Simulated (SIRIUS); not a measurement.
# Se (P3_121) in SIRIUS: equation of state

How stiff is Se in PBEsol, and what volume does it want? The cell is scaled to several volumes.

Everything below comes from runs of SIRIUS 7.12.0. Logs are shortened: lines on timing, memory, paths and dates and some standing lists are left out, and cuts for length are marked. The log counts tension as positive stress, the text compression.

## Step 1: Starting point

Symmetry: P3_121, No. 152, trigonal system. The conventional cell has a = 4.366 Å, b = 4.366 Å, c = 4.954 Å, α = 90.00°, β = 90.00°, γ = 120.00°. Se (site symmetry 2) is surrounded by 2 Se at 2.37 Å.

## Step 2: Equation of state, PBEsol, 25.63 Å³/atom (volume scaled by 0.94)

sirius.json

```json
{
  "control": {
    "processing_unit": "cpu",
    "std_evp_solver_name": "lapack",
    "gen_evp_solver_name": "lapack",
    "verbosity": 2,
    "print_forces": false,
    "ortho_rf": true,
    "use_second_variation": true,
    "rmt_max": 3.0,
    "num_bands_to_print": 24,
    "save_wf": true
  },
  "parameters": {
    "electronic_structure_method": "full_potential_lapwlo",
    "xc_functionals": ["XC_GGA_X_PBE_SOL", "XC_GGA_C_PBE_SOL"],
    "core_relativity": "dirac",
    "valence_relativity": "iora",
    "num_fv_states": 44,
    "smearing": "fermi_dirac",
    "smearing_width": 0.0018374661,
    "pw_cutoff": 20,
    "gk_cutoff": 3.89,
    "lmax_apw": 10,
    "lmax_rho": 8,
    "lmax_pot": 8,
    "num_mag_dims": 0,
    "auto_rmt": 0,
    "ngridk": [7, 7, 6],
    "shiftk": [0, 0, 0],
    "num_dft_iter": 80,
    "energy_tol": 1e-07,
    "density_tol": 1e-05,
    "use_symmetry": true
  },
  "settings": {"tol_ne": 1e-10},
  "iterative_solver": {"type": "exact"},
  "mixer": {"type": "anderson", "beta": 0.5, "max_history": 8},
  "unit_cell": {
    "lattice_vectors": [[8.0824887765, 0.0, 0.0], [-4.0412443882, 6.9996406062, 0.0], [0.0, 0.0, 9.1698539697]],
    "atom_types": ["Se"],
    "atom_files": {"Se": "Se.json"},
    "atoms": {"Se": [[0.7746, 0.7746, 0.0], [0.0, 0.2254, 0.6666666667], [0.2254, 0.0, 0.3333333333]]}
  }
}
```

Se.json

```json
{
  "name": "selenium",
  "symbol": "Se",
  "number": 34,
  "mass": 78.96,
  "rmin": 1e-06,
  "rmt": 2.16,
  "nrmt": 800,
  "rinf": 13.6,
  "core": "1s2s2p",
  "valence": [
    {"basis": [{"enu": -0.03, "dme": 0, "n": 0, "auto": 0}, {"enu": -0.03, "dme": 1, "n": 0, "auto": 0}]},
    {"l": 0, "n": 1, "basis": [{"enu": -0.0783, "dme": 0, "n": 0, "auto": 0}]},
    {"l": 1, "n": 2, "basis": [{"enu": 0.07, "dme": 0, "n": 0, "auto": 0}]},
    {"l": 2, "n": 3, "basis": [{"enu": 0.07, "dme": 0, "n": 0, "auto": 0}]},
    {"l": 3, "n": 4, "basis": [{"enu": 0.07, "dme": 0, "n": 0, "auto": 0}]}
  ],
  "lo": [
    {
      "l": 0,
      "basis": [{"enu": -0.0783, "dme": 0, "n": 0, "auto": 0}, {"enu": -0.0783, "dme": 1, "n": 0, "auto": 0}]
    },
    {
      "l": 0,
      "basis": [{"enu": -0.0783, "dme": 1, "n": 0, "auto": 0}, {"enu": -0.0783, "dme": 2, "n": 0, "auto": 0}]
    },
    {
      "l": 0,
      "basis": [{"enu": -7.4818, "dme": 0, "n": 3, "auto": 1}, {"enu": -7.4818, "dme": 1, "n": 3, "auto": 1}]
    },
    {
      "l": 0,
      "basis": [{"enu": -0.0783, "dme": 0, "n": 0, "auto": 0}, {"enu": 2.4937, "dme": 0, "n": 0, "auto": 0}]
    },
    {"l": 1, "basis": [{"enu": 0.07, "dme": 0, "n": 0, "auto": 0}, {"enu": 0.07, "dme": 1, "n": 0, "auto": 0}]},
    {
      "l": 1,
      "basis": [{"enu": -5.2906, "dme": 0, "n": 3, "auto": 1}, {"enu": -5.2906, "dme": 1, "n": 3, "auto": 1}]
    },
    {
      "l": 1,
      "basis": [{"enu": -5.2906, "dme": 1, "n": 3, "auto": 1}, {"enu": 0.07, "dme": 0, "n": 0, "auto": 0}]
    },
    {"l": 1, "basis": [{"enu": 0.07, "dme": 0, "n": 0, "auto": 0}, {"enu": 4.0138, "dme": 0, "n": 0, "auto": 0}]},
    {"l": 2, "basis": [{"enu": 0.07, "dme": 0, "n": 0, "auto": 0}, {"enu": 0.07, "dme": 1, "n": 0, "auto": 0}]},
    {
      "l": 2,
      "basis": [{"enu": -1.6495, "dme": 0, "n": 3, "auto": 1}, {"enu": -1.6495, "dme": 1, "n": 3, "auto": 1}]
    },
    {
      "l": 2,
      "basis": [{"enu": -1.6495, "dme": 1, "n": 3, "auto": 1}, {"enu": 0.07, "dme": 0, "n": 0, "auto": 0}]
    },
    {"l": 2, "basis": [{"enu": 0.07, "dme": 0, "n": 0, "auto": 0}, {"enu": 4.5282, "dme": 0, "n": 0, "auto": 0}]},
    {"l": 3, "basis": [{"enu": 0.07, "dme": 0, "n": 0, "auto": 0}, {"enu": 0.07, "dme": 1, "n": 0, "auto": 0}]},
    {"l": 3, "basis": [{"enu": 0.07, "dme": 0, "n": 0, "auto": 0}, {"enu": 3.7994, "dme": 0, "n": 0, "auto": 0}]}
  ],
  "free_atom": [... radial grid and density of the free atom, the start of the SCF ...]
}
```

sirius_start.json

```json
{
  "control": {
    "processing_unit": "cpu",
    "std_evp_solver_name": "lapack",
    "gen_evp_solver_name": "lapack",
    "verbosity": 1,
    "print_forces": false,
    "ortho_rf": true,
    "use_second_variation": true,
    "rmt_max": 3.0,
    "num_bands_to_print": 24,
    "save_wf": false
  },
  "parameters": {
    "electronic_structure_method": "full_potential_lapwlo",
    "xc_functionals": ["XC_LDA_X", "XC_LDA_C_PW"],
    "core_relativity": "dirac",
    "valence_relativity": "iora",
    "num_fv_states": 44,
    "smearing": "fermi_dirac",
    "smearing_width": 0.0055123983,
    "pw_cutoff": 20,
    "gk_cutoff": 3.11,
    "lmax_apw": 10,
    "lmax_rho": 8,
    "lmax_pot": 8,
    "num_mag_dims": 0,
    "auto_rmt": 0,
    "ngridk": [3, 3, 2],
    "shiftk": [0, 0, 0],
    "num_dft_iter": 30,
    "energy_tol": 0.01,
    "density_tol": 0.05,
    "use_symmetry": true
  },
  "settings": {"tol_ne": 1e-10},
  "iterative_solver": {"type": "exact"},
  "mixer": {"type": "anderson", "beta": 0.5, "max_history": 8},
  "unit_cell": {
    "lattice_vectors": [[8.0824887765, 0.0, 0.0], [-4.0412443882, 6.9996406062, 0.0], [0.0, 0.0, 9.1698539697]],
    "atom_types": ["Se"],
    "atom_files": {"Se": "Se.json"},
    "atoms": {"Se": [[0.7746, 0.7746, 0.0], [0.0, 0.2254, 0.6666666667], [0.2254, 0.0, 0.3333333333]]}
  }
}
```

Potentials or basis: all-electron FP-LAPW, apw+lo standard.

Command:

```
$ OMP_NUM_THREADS=1 sirius.scf --input=sirius_start.json --output=start.json
$ OMP_NUM_THREADS=1 sirius.scf --input=sirius.json --output=output.json --task=1
```

The program printed:

```text
[info] SIRIUS version : 7.12.0
[info] number of MPI ranks           : 1
[info] MPI grid                      : 1 1
[info] maximum number of OMP threads : 1
[fft] FFT context for density and potential
[fft] =====================================
[fft]   plane wave cutoff                     : 20
[fft]   grid size                             : 54 54 64   total : 186624
[fft]   grid limits                           : -26 27   -26 27   -31 32
[fft]   number of G-vectors within the cutoff : 70019
[fft]   number of G-shells                    : 3416
[fft] FFT context for coarse grid
[fft] =====================================
[fft]   plane wave cutoff                     : 7.78
[fft]   grid size                             : 24 24 25   total : 14400
[fft]   grid limits                           : -11 12   -11 12   -12 12
[fft]   number of G-vectors within the cutoff : 4073
[fft]   number of G-shells                    : 251
[unit cell] lattice vectors
[unit cell]   a1 :       8.0824887765      0.0000000000      0.0000000000
[unit cell]   a2 :      -4.0412443882      6.9996406062      0.0000000000
[unit cell]   a3 :       0.0000000000      0.0000000000      9.1698539697
[unit cell] reciprocal lattice vectors
[unit cell]   b1 :       0.7773824970      0.4488219939     -0.0000000000
[unit cell]   b2 :       0.0000000000      0.8976439878      0.0000000000
[unit cell]   b3 :       0.0000000000     -0.0000000000      0.6852001491
[unit cell] unit cell volume :       518.78005599 [a.u.^3]
[unit cell] 1/sqrt(omega)    :         0.04390443
[unit cell] MT volume        :       126.64006287 (24.41%)
[unit cell] IT volume        :       392.13999311 (75.59%)
[unit cell] number of atom types : 1
[unit cell] type id : 0 symbol : Se mt_radius :   2.160000 num_atoms : 3
[unit cell] total number of atoms : 3
[unit cell] number of symmetry classes : 1
[unit cell] atom id  type id  class id             position                      vector_field
[unit cell] ------------------------------------------------------------------------------------------
[unit cell]      0        0        0      0.77460   0.77460   0.00000      0.00000   0.00000   0.00000
[unit cell]      1        0        0      0.00000   0.22540   0.66667      0.00000   0.00000   0.00000
[unit cell]      2        0        0      0.22540   0.00000   0.33333      0.00000   0.00000   0.00000
[unit cell] atom id         position (Cartesian, a.u.)
[unit cell] ---------------------------------------------
[unit cell]      0       3.130348    5.421922    0.000000
[unit cell]      1      -0.910896    1.577719    6.113236
[unit cell]      2       1.821793    0.000000    3.056618
[unit cell] class id : 0 atom id : 0 1 2
[... 280 lines left out ...]
[diagonalize] ik:    0   -7.489104   -7.489087   -7.489087   -5.275913   -5.275913   -5.275780   -5.273715   -5.273633   -5.273633   -5.265480   -5.265480   -5.265477   -1.618850   -1.618850   -1.617122   -1.616837   -1.616837   -1.614730   -1.610768   -1.610565   -1.610565   -1.608963   -1.608963   -1.608819
[diagonalize] ik:    1   -7.489104   -7.489087   -7.489087   -5.275912   -5.275912   -5.275779   -5.273715   -5.273632   -5.273632   -5.265480   -5.265479   -5.265476   -1.618844   -1.618836   -1.617107   -1.616832   -1.616828   -1.614709   -1.610760   -1.610557   -1.610550   -1.608966   -1.608960   -1.608812
[diagonalize] ik:    2   -7.489104   -7.489087   -7.489087   -5.275912   -5.275912   -5.275779   -5.273715   -5.273632   -5.273632   -5.265479   -5.265479   -5.265476   -1.618831   -1.618824   -1.617105   -1.616827   -1.616823   -1.614702   -1.610762   -1.610547   -1.610543   -1.608965   -1.608955   -1.608797
[diagonalize] ik:    3   -7.489104   -7.489087   -7.489087   -5.275912   -5.275912   -5.275779   -5.273715   -5.273633   -5.273632   -5.265480   -5.265479   -5.265476   -1.618833   -1.618826   -1.617108   -1.616830   -1.616819   -1.614707   -1.610768   -1.610548   -1.610547   -1.608977   -1.608969   -1.608801
[diagonalize] ik:    4   -7.489104   -7.489087   -7.489087   -5.275913   -5.275912   -5.275779   -5.273715   -5.273633   -5.273632   -5.265480   -5.265479   -5.265477   -1.618839   -1.618832   -1.617112   -1.616833   -1.616831   -1.614713   -1.610767   -1.610555   -1.610551   -1.608967   -1.608966   -1.608807
[diagonalize] ...
[diagonalize] ik:   35   -7.489099   -7.489098   -7.489081   -5.275954   -5.275824   -5.275824   -5.273686   -5.273686   -5.273607   -5.265480   -5.265477   -5.265477   -1.619680   -1.617434   -1.617427   -1.617096   -1.615785   -1.615782   -1.610727   -1.610722   -1.610379   -1.609081   -1.608843   -1.608831
[diagonalize] ik:   36   -7.489099   -7.489099   -7.489081   -5.275954   -5.275825   -5.275824   -5.273687   -5.273686   -5.273607   -5.265480   -5.265477   -5.265477   -1.619679   -1.617442   -1.617435   -1.617103   -1.615782   -1.615780   -1.610724   -1.610721   -1.610384   -1.609075   -1.608846   -1.608835
[diagonalize] ik:   37   -7.489099   -7.489098   -7.489081   -5.275954   -5.275825   -5.275824   -5.273687   -5.273686   -5.273607   -5.265480   -5.265478   -5.265477   -1.619680   -1.617435   -1.617428   -1.617098   -1.615789   -1.615782   -1.610730   -1.610719   -1.610380   -1.609082   -1.608846   -1.608834
[diagonalize] ik:   38   -7.489099   -7.489099   -7.489081   -5.275954   -5.275825   -5.275824   -5.273687   -5.273687   -5.273607   -5.265480   -5.265478   -5.265477   -1.619682   -1.617437   -1.617430   -1.617100   -1.615789   -1.615784   -1.610729   -1.610726   -1.610379   -1.609088   -1.608848   -1.608834
[diagonalize] ik:   39   -7.489098   -7.489098   -7.489081   -5.275954   -5.275824   -5.275824   -5.273687   -5.273687   -5.273607   -5.265480   -5.265478   -5.265478   -1.619681   -1.617431   -1.617430   -1.617096   -1.615789   -1.615788   -1.610728   -1.610727   -1.610380   -1.609087   -1.608842   -1.608840
[generate_core_charge_density] atom class : 0
[generate_core_charge_density]   n,l,k : 1 0 1  energy :        -458.74437262
[generate_core_charge_density]   n,l,k : 2 0 1  energy :         -58.66131902
[generate_core_charge_density]   n,l,k : 2 1 1  energy :         -52.60661924
[generate_core_charge_density]   n,l,k : 2 1 2  energy :         -51.07336456
[find] Total energy                   :   -7285.70251783 (Ha),  -14571.40503565 (Ry)
[find] iteration : 1, RMS (target) : 1.1350e-01 (1.0000e-05) , energy difference (target) : 5.8849e-05 (1.0000e-07)
[find] Total energy                   :   -7285.70248252 (Ha),  -14571.40496504 (Ry)
[find] iteration : 2, RMS (target) : 2.0350e-03 (1.0000e-05) , energy difference (target) : 3.5305e-05 (1.0000e-07)
[find] Total energy                   :   -7285.70248923 (Ha),  -14571.40497846 (Ry)
[find] iteration : 3, RMS (target) : 5.3307e-04 (1.0000e-05) , energy difference (target) : -6.7064e-06 (1.0000e-07)
[find] Total energy                   :   -7285.70249034 (Ha),  -14571.40498068 (Ry)
[find] iteration : 4, RMS (target) : 1.2995e-04 (1.0000e-05) , energy difference (target) : -1.1128e-06 (1.0000e-07)
[find] Total energy                   :   -7285.70249001 (Ha),  -14571.40498003 (Ry)
[find] iteration : 5, RMS (target) : 1.2188e-05 (1.0000e-05) , energy difference (target) : 3.2686e-07 (1.0000e-07)
[find] Charges and magnetic moments
[find] --------------------------------------------------------------------------------
[find] atom      charge    core leakage
[... 9 lines left out ...]
[find] valence_eval_sum               :    -189.50314411
[find] core_eval_sum                  :   -4032.83221738
[find] kinetic energy                 :    7455.02309430
[find] enuc                           :   -8812.96830464
[find] <rho|V^{XC}>                   :    -339.89161609
[find] <rho|E^{XC}>                   :    -259.02393835
[find] <mag|B^{XC}>                   :       0.00000000
[find] <rho|V^{H}>                    :  -11337.46683969
[find] smearing (-TS)                 :      -0.00000003
[find] SCF correction                 :       0.00007847
[find] Total energy                   :   -7285.70249007 (Ha),  -14571.40498013 (Ry)
[find] Free energy (E-TS)             :   -7285.70249009 (Ha),  -14571.40498019 (Ry)
[find] band gap (eV)                  :       1.07791705
[find] Efermi                         :       0.18496771
[find] iteration : 6, RMS (target) : 2.7917e-06 (1.0000e-05) , energy difference (target) : -5.2196e-08 (1.0000e-07)
[find] converged after 7 SCF iterations!
[find] Charges and magnetic moments
[find] --------------------------------------------------------------------------------
[find] atom      charge    core leakage
[find] --------------------------------------------------------------------------------
[find]    0   31.731898    0.000000e+00
[find]    1   31.731898    0.000000e+00
[find]    2   31.731898    0.000000e+00
[find] total core leakage    : 0.00000000e+00
[find] interstitial charge   : 6.804305
[find] total charge          : 101.999999
[find] Energy
[find] --------------------------------------------------------------------------------
[find] valence_eval_sum               :    -189.50314411
[find] core_eval_sum                  :   -4032.83221738
[find] kinetic energy                 :    7455.02309430
[find] enuc                           :   -8812.96830464
[find] <rho|V^{XC}>                   :    -339.89161609
[find] <rho|E^{XC}>                   :    -259.02393835
[find] <mag|B^{XC}>                   :       0.00000000
[find] <rho|V^{H}>                    :  -11337.46683969
[find] smearing (-TS)                 :      -0.00000003
[find] SCF correction                 :       0.00007847
[find] Total energy                   :   -7285.70249007 (Ha),  -14571.40498013 (Ry)
[find] Free energy (E-TS)             :   -7285.70249009 (Ha),  -14571.40498019 (Ry)
[find] band gap (eV)                  :       1.07791705
[find] Efermi                         :       0.18496771
```

Run time: 3.2 min. Hardware: 1 thread of Arm Neoverse V1, shared host; peak memory 0.71 GiB.

What came out:

```
Free energy                                       : -198254.0645 eV
Band gap on the k mesh                            : 1.08 eV, indirect (least direct gap 1.53 eV)
All electrons inside the program's atomic spheres : Se 31.73 (radii Se 2.16 bohr)
```

Caveat: an odd mesh through Γ misses points on the zone boundary, where band edges often lie.

## Step 3: Equation of state, PBEsol, 26.17 Å³/atom (volume scaled by 0.96)

sirius.json, as its differences from that of step 2:

```diff
@@ -39,3 +39,3 @@
   "unit_cell": {
-    "lattice_vectors": [[8.0824887765, 0.0, 0.0], [-4.0412443882, 6.9996406062, 0.0], [0.0, 0.0, 9.1698539697]],
+    "lattice_vectors": [[8.1394095869, 0.0, 0.0], [-4.0697047935, 7.0489354741, 0.0], [0.0, 0.0, 9.234432534]],
     "atom_types": ["Se"],
```

Se.json

```json
{
  "name": "selenium",
  "symbol": "Se",
  "number": 34,
  "mass": 78.96,
  "rmin": 1e-06,
  "rmt": 2.16,
  "nrmt": 800,
  "rinf": 13.6,
  "core": "1s2s2p",
  "valence": [
    {"basis": [{"enu": -0.04, "dme": 0, "n": 0, "auto": 0}, {"enu": -0.04, "dme": 1, "n": 0, "auto": 0}]},
    {"l": 0, "n": 1, "basis": [{"enu": -0.0883, "dme": 0, "n": 0, "auto": 0}]},
    {"l": 1, "n": 2, "basis": [{"enu": 0.06, "dme": 0, "n": 0, "auto": 0}]},
    {"l": 2, "n": 3, "basis": [{"enu": 0.06, "dme": 0, "n": 0, "auto": 0}]},
    {"l": 3, "n": 4, "basis": [{"enu": 0.06, "dme": 0, "n": 0, "auto": 0}]}
  ],
  "lo": [
    {
      "l": 0,
      "basis": [{"enu": -0.0883, "dme": 0, "n": 0, "auto": 0}, {"enu": -0.0883, "dme": 1, "n": 0, "auto": 0}]
    },
    {
      "l": 0,
      "basis": [{"enu": -0.0883, "dme": 1, "n": 0, "auto": 0}, {"enu": -0.0883, "dme": 2, "n": 0, "auto": 0}]
    },
    {
      "l": 0,
      "basis": [{"enu": -7.4918, "dme": 0, "n": 3, "auto": 1}, {"enu": -7.4918, "dme": 1, "n": 3, "auto": 1}]
    },
    {
      "l": 0,
      "basis": [{"enu": -0.0883, "dme": 0, "n": 0, "auto": 0}, {"enu": 2.4837, "dme": 0, "n": 0, "auto": 0}]
    },
    {"l": 1, "basis": [{"enu": 0.06, "dme": 0, "n": 0, "auto": 0}, {"enu": 0.06, "dme": 1, "n": 0, "auto": 0}]},
    {
      "l": 1,
      "basis": [{"enu": -5.3006, "dme": 0, "n": 3, "auto": 1}, {"enu": -5.3006, "dme": 1, "n": 3, "auto": 1}]
    },
    {
      "l": 1,
      "basis": [{"enu": -5.3006, "dme": 1, "n": 3, "auto": 1}, {"enu": 0.06, "dme": 0, "n": 0, "auto": 0}]
    },
    {"l": 1, "basis": [{"enu": 0.06, "dme": 0, "n": 0, "auto": 0}, {"enu": 4.0038, "dme": 0, "n": 0, "auto": 0}]},
    {"l": 2, "basis": [{"enu": 0.06, "dme": 0, "n": 0, "auto": 0}, {"enu": 0.06, "dme": 1, "n": 0, "auto": 0}]},
    {
      "l": 2,
      "basis": [{"enu": -1.6595, "dme": 0, "n": 3, "auto": 1}, {"enu": -1.6595, "dme": 1, "n": 3, "auto": 1}]
    },
    {
      "l": 2,
      "basis": [{"enu": -1.6595, "dme": 1, "n": 3, "auto": 1}, {"enu": 0.06, "dme": 0, "n": 0, "auto": 0}]
    },
    {"l": 2, "basis": [{"enu": 0.06, "dme": 0, "n": 0, "auto": 0}, {"enu": 4.5182, "dme": 0, "n": 0, "auto": 0}]},
    {"l": 3, "basis": [{"enu": 0.06, "dme": 0, "n": 0, "auto": 0}, {"enu": 0.06, "dme": 1, "n": 0, "auto": 0}]},
    {"l": 3, "basis": [{"enu": 0.06, "dme": 0, "n": 0, "auto": 0}, {"enu": 3.7894, "dme": 0, "n": 0, "auto": 0}]}
  ],
  "free_atom": [... radial grid and density of the free atom, the start of the SCF ...]
}
```

sirius_start.json, as its differences from that of step 2:

```diff
@@ -39,3 +39,3 @@
   "unit_cell": {
-    "lattice_vectors": [[8.0824887765, 0.0, 0.0], [-4.0412443882, 6.9996406062, 0.0], [0.0, 0.0, 9.1698539697]],
+    "lattice_vectors": [[8.1394095869, 0.0, 0.0], [-4.0697047935, 7.0489354741, 0.0], [0.0, 0.0, 9.234432534]],
     "atom_types": ["Se"],
```

Potentials or basis: all-electron FP-LAPW, apw+lo standard.

Command:

```
$ OMP_NUM_THREADS=1 sirius.scf --input=sirius_start.json --output=start.json
$ OMP_NUM_THREADS=1 sirius.scf --input=sirius.json --output=output.json --task=1
```

Run time: 3.3 min. Hardware: 1 thread of Arm Neoverse V1, shared host; peak memory 0.72 GiB.

Results (log left out):

```
Free energy                                       : -198254.0997 eV
Band gap on the k mesh                            : 1.10 eV, indirect (least direct gap 1.50 eV)
All electrons inside the program's atomic spheres : Se 31.72 (radii Se 2.16 bohr)
```

Caveat: an odd mesh through Γ misses points on the zone boundary, where band edges often lie.

(Continued in part 2 of 2.)
